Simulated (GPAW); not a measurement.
Crystal: HfO2.

```
CELL_PARAMETERS angstrom
3.55802 0.00000 0.00000
0.00000 3.55802 0.00000
0.00000 0.00000 5.17186
ATOMIC_POSITIONS crystal
Hf 0.00000 0.00000 0.00000
Hf 0.50000 0.50000 0.50000
O 0.00000 0.50000 0.19721
O 0.50000 0.00000 0.30279
O 0.50000 0.00000 0.80279
O 0.00000 0.50000 0.69721
```

Measurements of this composition are mostly on another form, of space group No. 14.

| Item | Value |
| --- | --- |
| Program | GPAW 26.7.0 |
| Task | relaxation of cell and atoms |
| Functional | BP86 |
| Dispersion | D4 |
| Potentials or basis | PAW data sets generated in the run's folder for this functional |
| Cutoff | 800 eV |
| Basis | pw |
| k mesh | 5 × 5 × 3 |
| Occupations | fermi-dirac, width 0.05 eV |
| Spin | no spin polarisation |

At the start: pressure 4.1 GPa; volume 10.91 Å³/atom.

Question: How do energy, volume and symmetry change on relaxing?

Answer: Over 8 steps the energy falls by 3.0 meV/atom and the volume is 11.04 Å³/atom (+1.1 %); space group P4_2/nmc (No. 137, to 0.05 Å).

Step by step:
| step | energy change (eV) | largest force (eV/Å) | pressure (GPa) | volume (Å³) |
| --- | --- | --- | --- | --- |
| 1 | 0.0000 | 0.1717 | 4.11 | 65.47 |
| 2 | -0.0049 | 0.1448 | 3.43 | 65.60 |
| 3 | -0.0175 | 0.0166 | -0.04 | 66.30 |
| 4 | -0.0176 | 0.0108 | -0.19 | 66.32 |
| 5 | -0.0177 | 0.0043 | -0.35 | 66.34 |
| 6 | -0.0179 | 0.0018 | -0.45 | 66.34 |
| 7 | -0.0181 | 0.0017 | -0.37 | 66.28 |
| 8 | -0.0182 | 0.0034 | -0.18 | 66.22 |

Final structure:
```cif
data_structure
_symmetry_space_group_name_H-M 'P 1'
_symmetry_Int_Tables_number 1
_cell_length_a 3.5781
_cell_length_b 3.5781
_cell_length_c 5.1726
_cell_angle_alpha 90.000
_cell_angle_beta 90.000
_cell_angle_gamma 90.000
_cell_volume 66.22
loop_
_atom_site_label
_atom_site_type_symbol
_atom_site_fract_x
_atom_site_fract_y
_atom_site_fract_z
_atom_site_occupancy
Hf1 Hf 0.00000 0.00000 0.00000 1
Hf2 Hf 0.50000 0.50000 0.50000 1
O1 O 0.00000 0.50000 0.20142 1
O2 O 0.50000 0.00000 0.29858 1
O3 O 0.50000 0.00000 0.79858 1
O4 O 0.00000 0.50000 0.70142 1
```

Caveat: the k mesh is coarse; later steps reuse the first step's grids.
